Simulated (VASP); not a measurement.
Write the native input for VASP 6.6.1 that does the following.

```yaml
Task: relaxation of cell and atoms
Functional: LDA
Potentials_or_basis: VASP PAW LDA potentials, release 64 (Ti_sv, H)
Cutoff: 600 eV
k_mesh: 18 × 18 × 18
Occupations: gaussian, width 0.1 eV
Spin: no spin polarisation
Further_INCAR_settings: ALGO = Normal; EDIFF = 1e-07; IBRION = 2; EDIFFG = -0.005; NSW = 90; ISIF = 3
```

The structure of TiH2 lies in POSCAR:

```
TiH2
1.0
   -1.6009650800      1.6009650800      2.0839143200
    1.6009650800     -1.6009650800      2.0839143200
    1.6009650800      1.6009650800     -2.0839143200
Ti H
1 2
Direct
    0.0000000000      0.0000000000      0.0000000000
    0.2500000000      0.7500000000      0.5000000000
    0.7500000000      0.2500000000      0.5000000000
```

The cell comes from a database or a generator and needn't be the stable form of this composition.

These files were run (other wordings do the same):

INCAR

```
SYSTEM = TiH2
PREC     = Accurate       ! precision mode
ENCUT    = 600            ! plane-wave cutoff, eV
EDIFF    = 1E-7           ! SCF threshold, eV
ISMEAR   = 0              ! smearing method
SIGMA    = 0.1            ! smearing width, eV
LREAL    = .False.        ! projectors in reciprocal space
LASPH    = .True.         ! aspherical terms in the spheres
NELM     = 80             ! most SCF steps
ALGO     = Normal         ! electronic algorithm
ISIF     = 3              ! what is computed and relaxed
LWAVE    = .False.        ! write WAVECAR
LCHARG   = .False.        ! write CHGCAR
IBRION   = 2              ! ionic algorithm
NSW      = 90             ! ionic steps
EDIFFG   = -0.005         ! ionic threshold
```

KPOINTS

```
Automatic mesh
0
Gamma
  18 18 18
  0 0 0
```

Potentials or basis: VASP PAW LDA potentials, release 64 (Ti_sv, H).

The run is started by

```console
$ cat potpaw_LDA.64/Ti_sv/POTCAR potpaw_LDA.64/H/POTCAR > POTCAR
$ mpirun -np 1 vasp_std > vasp.out
```

It gave:

```
Relaxed volume                         : 6.81 Å³/atom
Relaxed cell                           : a = 3.033 Å, b = 3.033 Å, c = 3.033 Å, α = 117.35°, β = 117.35°, γ = 94.65°
Space group after relaxing (to 0.05 Å) : I4/mmm (No. 139)
Energy gained by relaxing              : 6.6 meV/atom
Ionic steps                            : 3
Pressure after relaxing                : 0.0 GPa
Band gap on the k mesh                 : none (metal or under the smearing width)
```

Wall time 7.6 min on 1 thread of Intel(R) Xeon(R) Platinum 8259CL CPU @ 2.50GHz (Skylake/Cascade Lake), with other jobs on the host, peak memory 0.29 GiB.
